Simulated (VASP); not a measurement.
# InPd (Pm-3m) in VASP: further runs

The runs below take InPd through relaxation of cell and atoms, single point, with PBE, r2SCAN.

Everything below comes from runs of VASP 6.6.1. Logs are shortened: lines on timing, memory, paths and dates and some standing lists are left out, and cuts for length are marked.

### Step 1. The structure

Symmetry: Pm-3m, No. 221, cubic system. Conventional cell: a = 3.272 Å, b = 3.272 Å, c = 3.272 Å, α = 90.00°, β = 90.00°, γ = 90.00°. In (site symmetry m-3m) has 8 Pd at 2.83 Å as nearest neighbours. Around Pd (site symmetry m-3m) lie 8 In at 2.83 Å.

The cell comes from a database or a generator and needn't be the stable form of this composition.

### Step 2. Relaxation of cell and atoms, PBE

INCAR reads:

```
SYSTEM = InPd
PREC = Accurate
ENCUT = 680
EDIFF = 1E-6
ISMEAR = -1
SIGMA = 0.05
LREAL = .False.
LASPH = .True.
NELM = 60
ALGO = Fast
ISIF = 3
LWAVE = .False.
LCHARG = .False.
GGA = PE
IBRION = 2
NSW = 40
EDIFFG = -0.005
```

KPOINTS reads:

```
Automatic mesh
0
Gamma
  8 8 8
  0 0 0
```

POSCAR reads:

```
InPd
1.0
    3.2718847800      0.0000000000      0.0000000000
    0.0000000000      3.2718847800      0.0000000000
    0.0000000000      0.0000000000      3.2718847800
In Pd
1 1
Direct
    0.0000000000      0.0000000000      0.0000000000
    0.5000000000      0.5000000000      0.5000000000
```

Potentials or basis: VASP PAW PBE potentials, release 64 (In_d_GW, Pd_sv_GW).

On the command line:

```sh
$ cat potpaw_PBE.64/In_d_GW/POTCAR potpaw_PBE.64/Pd_sv_GW/POTCAR > POTCAR
$ mpirun -np 1 vasp_std > vasp.out
```

OUTCAR:

```text
SYSTEM = InPd
   PREC = Accurate
   ENCUT = 680
   EDIFF = 1E-6
   ISMEAR = -1
   LREAL = .False.
   LASPH = .True.
   NELM = 60
   ISIF = 3
   GGA = PE
   IBRION = 2
   NSW = 40
   EDIFFG = -0.005

 ion  position               nearest neighbor table
   1  0.000  0.000  0.000-   2 2.83   2 2.83   2 2.83   2 2.83   2 2.83   2 2.83   2 2.83   2 2.83

   2  0.500  0.500  0.500-   1 2.83   1 2.83   1 2.83   1 2.83   1 2.83   1 2.83   1 2.83   1 2.83

  LATTYP: Found a simple cubic cell.
 ALAT       =     3.2718847800

  Lattice vectors:

 A1 = (   3.2718847800,   0.0000000000,   0.0000000000)
 A2 = (   0.0000000000,   3.2718847800,   0.0000000000)
 A3 = (   0.0000000000,   0.0000000000,   3.2718847800)

Analysis of symmetry for initial positions (statically):
=====================================================================
 Subroutine PRICEL returns:
 Original cell was already a primitive cell.

 Routine SETGRP: Setting up the symmetry group for a
 simple cubic supercell.

 Subroutine GETGRP returns: Found 48 space group operations
 (whereof 48 operations were pure point group operations)
 out of a pool of 48 trial point group operations.

The static configuration has the point symmetry O_h .

Analysis of symmetry for dynamics (positions and initial velocities):
=====================================================================
 Subroutine PRICEL returns:
 Original cell was already a primitive cell.

 Routine SETGRP: Setting up the symmetry group for a
 simple cubic supercell.

 Subroutine GETGRP returns: Found 48 space group operations
 (whereof 48 operations were pure point group operations)
 out of a pool of 48 trial point group operations.

The dynamic configuration has the point symmetry O_h .

 Subroutine INISYM returns: Found 48 space group operations
 (whereof 48 operations are pure point group operations),
 and found     1 'primitive' translations

----------------------------------------------------------------------------------------

                                     Primitive cell

  volume of cell :      35.0263

  direct lattice vectors                    reciprocal lattice vectors
     3.271884780  0.000000000  0.000000000     0.305634234  0.000000000  0.000000000
     0.000000000  3.271884780  0.000000000     0.000000000  0.305634234  0.000000000
     0.000000000  0.000000000  3.271884780     0.000000000  0.000000000  0.305634234

  length of vectors
     3.271884780  3.271884780  3.271884780     0.305634234  0.305634234  0.305634234

  position of ions in fractional coordinates (direct lattice)
     0.000000000  0.000000000  0.000000000
     0.500000000  0.500000000  0.500000000

  ion indices of the primitive-cell ions
   primitive index   ion index
                 1           1
                 2           2

----------------------------------------------------------------------------------------

 KPOINTS: Automatic mesh

Automatic generation of k-mesh.
 Grid dimensions read from file:
 generate k-points for:    8    8    8

 Generating k-lattice:

  Cartesian coordinates                     Fractional coordinates (reciprocal lattice)
     0.038204279  0.000000000  0.000000000     0.125000000  0.000000000  0.000000000
     0.000000000  0.038204279  0.000000000     0.000000000  0.125000000  0.000000000
     0.000000000  0.000000000  0.038204279     0.000000000  0.000000000  0.125000000

  Length of vectors
     0.038204279  0.038204279  0.038204279

  Shift w.r.t. Gamma in fractional coordinates (k-lattice)
     0.000000000  0.000000000  0.000000000

 Subroutine IBZKPT returns following result:
 ===========================================

 Found     35 irreducible k-points:

 Following reciprocal coordinates:
            Coordinates               Weight
  0.000000  0.000000  0.000000      1.000000
  0.125000  0.000000  0.000000      6.000000
  0.250000  0.000000  0.000000      6.000000
  0.375000  0.000000  0.000000      6.000000
  0.500000  0.000000  0.000000      3.000000
  0.125000  0.125000  0.000000     12.000000
[... 16 lines left out ...]
  0.375000  0.375000  0.125000     24.000000
  0.500000  0.375000  0.125000     24.000000
 [... further k-points ...]
   k-points           NKPTS =     35   k-points in BZ     NKDIM =     35   number of bands    NBANDS=     19
   number of dos      NEDOS =    301   number of ions     NIONS =      2
   total plane-waves  NPLWV =  21952
   dimension x,y,z NGX =    28 NGY =   28 NGZ =   28
   dimension x,y,z NGXF=    56 NGYF=   56 NGZF=   56
   ions per type =               1   1
   NGX,Y,Z   is equivalent  to a cutoff of  14.23, 14.23, 14.23 a.u.
   NGXF,Y,Z  is equivalent  to a cutoff of  28.45, 28.45, 28.45 a.u.
 SYSTEM =  InPd
   PREC   = accura    normal or accurate (medium, high low for compatibility)
   ISTART =      0    job   : 0-new  1-cont  2-samecut
   ICHARG =      2    charge: 1-file 2-atom 10-const
   ISPIN  =      1    spin polarized calculation?
   LNONCOLLINEAR =      F non collinear calculations
   LSORBIT =      F    spin-orbit coupling
   LASPH  =      T    aspherical Exc in radial PAW
   ENCUT  =  680.0 eV  49.98 Ry    7.07 a.u.   6.96  6.96  6.96*2*pi/ulx,y,z
   NELM   =     60;   NELMIN=  2; NELMDL= -5     # of ELM steps
   EDIFF  = 0.1E-05   stopping-criterion for ELM
   LREAL  =      F    real-space projection
   EDIFFG = -.5E-02   stopping-criterion for IOM
   NSW    =     40    number of steps for IOM
   IBRION =      2    ionic relax: 0-MD 1-quasi-New 2-CG
   NFREE  =      1    steps in history (QN), initial steepest desc. (CG)
   ISIF   =      3    stress and relaxation
   ISYM   =      2    0-nonsym 1-usesym 2-fastsym
   POTIM  = 0.5000    time-step for ionic-motion
   TEBEG  =    0.0;   TEEND  =   0.0 temperature during run
   PSTRESS=    0.0 pullay stress
   NELECT =      31.0000    total number of electrons
   NUPDOWN=      -1.0000    fix difference up-down
   EMIN   =  10.00;   EMAX   =-10.00  energy-range for DOS
   EFERMI =   0.00;   METHOD = LEGACY
   ISMEAR =    -1;   SIGMA  =   0.05  broadening in eV -4-tet -1-fermi 0-gaus
   EFERMI_NEDOS =   21; number of points for ismear=-14 and -15
   IALGO  =     68    algorithm
   IMIX   =      4    mixing-type and parameters
     AMIX     =   0.40;   BMIX     =  1.00
     AMIX_MAG =   1.60;   BMIX_MAG =  1.00
  volume/ion in A,a.u.               =      17.51       118.18
  Fermi-wavevector in a.u.,A,eV,Ry     =   1.571800  2.970272 33.613962  2.470556
  Thomas-Fermi vector in A             =   2.673330
   LORBIT       =      0    0 simple, 1 ext, 2 COOP (PROOUT), +10 PAW based schemes
   GGA     = PE    functional components
   LHFCALC =     F    Hartree Fock is set to
   AEXX    =    0.0000 exact exchange contribution
   IVDW    =     0    specifies the selected vdW correction
   LEPSILON=     F    determine dielectric tensor
   LRPA    =     F    only Hartree local field effects (RPA)
 conjugate gradient relaxation of ions
 non-spin polarized calculation
 RMM-DIIS sequential band-by-band and
  energy-cutoff  :      680.00
  volume of cell :       35.03
 maximum number of plane-waves:      1432
 NGX is ok and might be reduce to    28
   NGX = 13   NGY = 13   NGZ = 13

--------------------------------------- Ionic step        1  -------------------------------------------

 number of electron      30.9999999 magnetization

 Free energy of the ion-electron system (eV)
  ---------------------------------------------------
  ext. energy  EPLUGINS =         0.00000000
  ---------------------------------------------------
  free energy    TOTEN  =        -7.29970488 eV

  energy without entropy =       -7.28952166  energy(sigma->0) =       -7.29461327

------------------------ aborting loop EDIFF was not reached (unconverged)  ----------------------------

  FORCE on cell =-STRESS in cart. coord.  units (eV):
  Direction    XX          YY          ZZ          XY          YZ          ZX
  --------------------------------------------------------------------------------------
  -------------------------------------------------------------------------------------
  Total        0.7700511      0.7700511      0.7700511     -0.0000000      0.0000000     -0.0000000
  in kB       35.2237930     35.2237930     35.2237930     -0.0000000      0.0000000     -0.0000000
  external PRESSURE =      35.2237930 kB  Pullay stress =       0.0000000 kB
[... 89 lines left out ...]
  FREE ENERGIE OF THE ION-ELECTRON SYSTEM (eV)
  ---------------------------------------------------
  free  energy   TOTEN  =        -7.3112100557 eV

  energy  without entropy=       -7.2997413917  energy(sigma->0) =       -7.30547572

[... ionic steps 4 to 16 ...]

--------------------------------------- Ionic step       17  -------------------------------------------

 number of electron      30.9999999 magnetization

------------------------ aborting loop because EDIFF is reached ----------------------------------------

  FORCE on cell =-STRESS in cart. coord.  units (eV):
  Direction    XX          YY          ZZ          XY          YZ          ZX
  --------------------------------------------------------------------------------------
  -------------------------------------------------------------------------------------
  Total        0.0157325      0.0157325      0.0157325     -0.0000000      0.0000000      0.0000000
  in kB        0.7006345      0.7006345      0.7006345     -0.0000000      0.0000000      0.0000000
  external PRESSURE =       0.7006345 kB  Pullay stress =       0.0000000 kB
[... 57 lines left out ...]
  energy  without entropy=       -7.3006484175  energy(sigma->0) =       -7.30570420

--------------------------------------- Ionic step       19  -------------------------------------------

 number of electron      30.9999999 magnetization

 Free energy of the ion-electron system (eV)
  ---------------------------------------------------
  ext. energy  EPLUGINS =         0.00000000
  ---------------------------------------------------
  free energy    TOTEN  =        -7.31076051 eV

  energy without entropy =       -7.30064865  energy(sigma->0) =       -7.30570458

 E-fermi :   7.9158     XC(G=0): -12.2302

 val. band max:        7.9101635156   @ k =   0.3750   0.3750   0.1250
 cond. band min:       8.1705943683   @ k =   0.5000   0.3750   0.3750
 fundamental gap:      0.2604308527
 Fermi energy:         7.9158250387

 k-point     1 :       0.0000    0.0000    0.0000
  band No.  band energies     occupation
      1     -76.4614      2.00000
      2     -42.2009      2.00000
      3     -42.2009      2.00000
      4     -42.2009      2.00000
      5      -6.9219      2.00000
      6      -6.9219      2.00000
[... 11 lines left out ...]
     18      12.1763      0.00000
     19      18.3856      0.00000
[... 489 lines left out ...]
      3     -42.2220      2.00000
      4     -42.2009      2.00000
      5      -6.8311      2.00000
      6      -6.6991      2.00000
[... 11 lines left out ...]
     18      11.4304      0.00000
     19      15.6825      0.00000

 [... further k-points ...]

------------------------ aborting loop because EDIFF is reached ----------------------------------------

  FORCE on cell =-STRESS in cart. coord.  units (eV):
  Direction    XX          YY          ZZ          XY          YZ          ZX
  --------------------------------------------------------------------------------------
  -------------------------------------------------------------------------------------
  Total        0.0067845      0.0067845      0.0067845     -0.0000000     -0.0000000      0.0000000
  in kB        0.3021322      0.3021322      0.3021322     -0.0000000     -0.0000000      0.0000000
  external PRESSURE =       0.3021322 kB  Pullay stress =       0.0000000 kB
[... 17 lines left out ...]
  FREE ENERGIE OF THE ION-ELECTRON SYSTEM (eV)
  ---------------------------------------------------
  free  energy   TOTEN  =        -7.3107605068 eV

  energy  without entropy=       -7.3006486481  energy(sigma->0) =       -7.30570458

 reached required accuracy - stopping structural energy minimisation
```

Wall time 15 min (1 thread of Intel Xeon 6975P-C (Granite Rapids), shared host); peak memory 0.22 GiB.

What came out:

* Free energy: -7.3108 eV
* Relaxed volume: 17.99 Å³/atom
* Relaxed cell: a = 3.301 Å, b = 3.301 Å, c = 3.301 Å, α = 90.00°, β = 90.00°, γ = 90.00°
* Space group after relaxing (to 0.05 Å): Pm-3m (No. 221)
* Energy gained by relaxing: 5.5 meV/atom
* Ionic steps: 19
* Pressure after relaxing: 0.0 GPa
* Band gap on the k mesh: none (metal or under the smearing width)

Step by step:
| step | energy change (eV) | largest force (eV/Å) | pressure (GPa) | volume (Å³) |
| --- | --- | --- | --- | --- |
| 1 | 0.0000 | 0.0000 | 3.52 | 35.03 |
| 2 | -0.0259 | 0.0000 | -2.62 | 37.01 |
| 3 | -0.0115 | 0.0000 | 1.41 | 36.13 |
| 4 | -0.0447 | 0.0000 | -2.96 | 36.43 |
| 5 | -0.0107 | 0.0000 | -1.33 | 36.23 |
| 6 | -0.0196 | 0.0000 | -1.61 | 36.18 |
| 7 | -0.0109 | 0.0000 | -0.91 | 36.15 |
| 8 | -0.0099 | 0.0000 | 1.32 | 35.67 |
| 9 | -0.0394 | 0.0000 | 0.33 | 35.95 |
| 10 | -0.0111 | 0.0000 | -0.27 | 36.01 |
| 11 | -0.0117 | 0.0000 | -0.10 | 35.98 |
| 12 | -0.0111 | 0.0000 | 0.13 | 35.97 |
| 13 | -0.0111 | 0.0000 | -0.06 | 35.98 |
| 14 | -0.0111 | 0.0000 | 0.05 | 35.97 |
| 15 | -0.0111 | 0.0000 | 0.19 | 35.98 |
| 16 | -0.0111 | 0.0000 | 0.08 | 35.98 |
| 17 | -0.0111 | 0.0000 | 0.07 | 35.98 |
| 18 | -0.0111 | 0.0000 | 0.06 | 35.98 |
| 19 | -0.0111 | 0.0000 | 0.03 | 35.98 |

Final structure:
```cif
data_structure
_symmetry_space_group_name_H-M 'P 1'
_symmetry_Int_Tables_number 1
_cell_length_a 3.3012
_cell_length_b 3.3012
_cell_length_c 3.3012
_cell_angle_alpha 90.000
_cell_angle_beta 90.000
_cell_angle_gamma 90.000
_cell_volume 35.98
loop_
_atom_site_label
_atom_site_type_symbol
_atom_site_fract_x
_atom_site_fract_y
_atom_site_fract_z
_atom_site_occupancy
In1 In 0.00000 0.00000 0.00000 1
Pd1 Pd 0.50000 0.50000 0.50000 1
```

Levels at points of the mesh, in eV from the Fermi level:
```
           k point  band 12  band 13  band 14  band 15  band 16  band 17  band 18  band 19
(0.00, 0.00, 0.00)    -3.60    -2.12    -2.12    -2.12     4.26     4.26     4.26    10.47
(0.50, 0.00, 0.00)    -3.57    -3.06    -3.06    -2.19    -1.01     9.75     9.89    10.37
(0.50, 0.50, 0.00)    -2.52    -2.52    -2.14    -2.14    -1.57     1.41     2.47     9.35
(0.50, 0.50, 0.50)    -4.61    -1.53    -1.53    -0.11     3.84     3.87     4.14     4.37
```

### Step 3. Relaxation of cell and atoms, PBE

INCAR reads:

```
PREC = Accurate
ENCUT = 630
EDIFF = 1E-6
ISMEAR = -1
SIGMA = 0.05
LREAL = False
LASPH = True
NELM = 60
ALGO = Normal
ISIF = 3
LWAVE = False
LCHARG = False
GGA = PE
IBRION = 2
NSW = 40
EDIFFG = -0.005
```

KPOINTS reads:

```
Automatic mesh
0
Gamma
  8 8 8
```

POSCAR is that of step 2.

Potentials or basis: VASP PAW PBE potentials, release 64 (In_d_GW, Pd_GW).

On the command line:

```sh
$ cat potpaw_PBE.64/In_d_GW/POTCAR potpaw_PBE.64/Pd_GW/POTCAR > POTCAR
$ mpirun -np 1 vasp_std > vasp.out
```

It took 32 s on 1 thread of Intel Xeon 6975P-C (Granite Rapids), shared host; peak memory 0.2 GiB.

Results (log left out):

```
Free energy                            : -8.7782 eV
Relaxed volume                         : 17.98 Å³/atom
Relaxed cell                           : a = 3.301 Å, b = 3.301 Å, c = 3.301 Å, α = 90.00°, β = 90.00°, γ = 90.00°
Space group after relaxing (to 0.05 Å) : Pm-3m (No. 221)
Energy gained by relaxing              : 4.6 meV/atom
Ionic steps                            : 3
Pressure after relaxing                : 0.0 GPa
Band gap on the k mesh                 : none (metal or under the smearing width)
```

The path:
```csv
step,energy change (eV),largest force (eV/Å),pressure (GPa),volume (Å³)
1,0.0000,0.0000,3.28,35.03
2,-0.0013,0.0000,-2.70,36.88
3,-0.0093,0.0000,0.04,35.96
```

Final structure:
```xyz
2
Lattice="3.3008 0.0000 0.0000 0.0000 3.3008 0.0000 0.0000 0.0000 3.3008" Properties=species:S:1:pos:R:3 pbc="T T T"
In    0.0000    0.0000    0.0000
Pd    1.6504    1.6504    1.6504
```

Levels at points of the mesh, in eV from the Fermi level:
```
           k point  band 9  band 10  band 11  band 12  band 13  band 14  band 15
(0.00, 0.00, 0.00)   -2.13    -2.13    -2.13     4.25     4.25     4.25     9.17
(0.50, 0.00, 0.00)   -3.06    -3.06    -2.19    -1.01     9.40     9.40     9.85
(0.50, 0.50, 0.00)   -2.52    -2.14    -2.14    -1.57     1.41     2.48     9.33
(0.50, 0.50, 0.50)   -1.53    -1.53    -0.12     3.84     3.84     3.85     4.37
```

### Step 4. Single point, r2SCAN

INCAR reads:

```
  PREC = Accurate
  ENCUT = 900
  EDIFF = 1E-8
  ISMEAR = 0
  SIGMA = 0.05
  LREAL = F
  LASPH = T
  NELM = 100
  ALGO = Normal
  ISIF = 2
  LWAVE = F
  LCHARG = F
  METAGGA = R2SCAN
  LMIXTAU = T
  ADDGRID = F
```

KPOINTS reads:

```
regular mesh
0
Gamma
  12 12 12
```

POSCAR is that of step 3.

Potentials or basis: VASP PAW PBE potentials, release 64 (In_d, Pd).

On the command line:

```sh
$ cat potpaw_PBE.64/In_d/POTCAR potpaw_PBE.64/Pd/POTCAR > POTCAR
$ mpirun -np 1 vasp_std > vasp.out
```

Run time: 2.3 min. Hardware: 1 thread of Intel Xeon 6975P-C (Granite Rapids), shared host; peak memory 0.27 GiB.

It converged, with:

```yaml
Free_energy: -46.6425 eV
Pressure: 0.1 GPa
Band_gap_on_the_k_mesh: none (metal or under the smearing width)
```

Levels at points of the mesh, in eV from the Fermi level:
| k point | band 10 | band 11 | band 12 | band 13 | band 14 | band 15 |
| --- | --- | --- | --- | --- | --- | --- |
| (0.00, 0.00, 0.00) | -2.41 | -2.41 | 4.48 | 4.48 | 4.48 | 10.10 |
| (0.50, 0.00, 0.00) | -3.43 | -2.48 | -1.21 | 10.08 | 10.08 | 10.17 |
| (0.50, 0.50, 0.00) | -2.45 | -2.45 | -1.83 | 1.60 | 2.59 | 10.08 |
| (0.50, 0.50, 0.50) | -1.79 | 0.22 | 3.93 | 3.93 | 3.93 | 4.56 |

Caveat: the PAW data sets were made with another functional, which shifts forces and pressure a little.

### Step 5. The runs side by side

| task | level | potentials or basis | cell | k mesh | cutoff (eV) | smearing | gap on the mesh (eV) | pressure (GPa) | relaxed volume (Å³/atom) |
| --- | --- | --- | --- | --- | --- | --- | --- | --- | --- |
| relaxation of cell and atoms | PBE | VASP PAW PBE potentials, release 64 (In_d_GW, Pd_sv_GW) | relaxed | 8 × 8 × 8 | 680 | fermi-dirac 0.05 eV | none | 0.0 | 17.99 |
| relaxation of cell and atoms | PBE | VASP PAW PBE potentials, release 64 (In_d_GW, Pd_GW) | relaxed | 8 × 8 × 8 | 630 | fermi-dirac 0.05 eV | none | 0.0 | 17.98 |
| single point | r2SCAN | VASP PAW PBE potentials, release 64 (In_d, Pd) | as given | 12 × 12 × 12 | 900 | gaussian 0.05 eV | none | 0.1 | - |

Alike in all rows: no spin polarisation.

Caveats: the PAW data sets were made with another functional, which shifts forces and pressure a little (some runs).

Absolute energies hang on the potentials; compare differences alone.
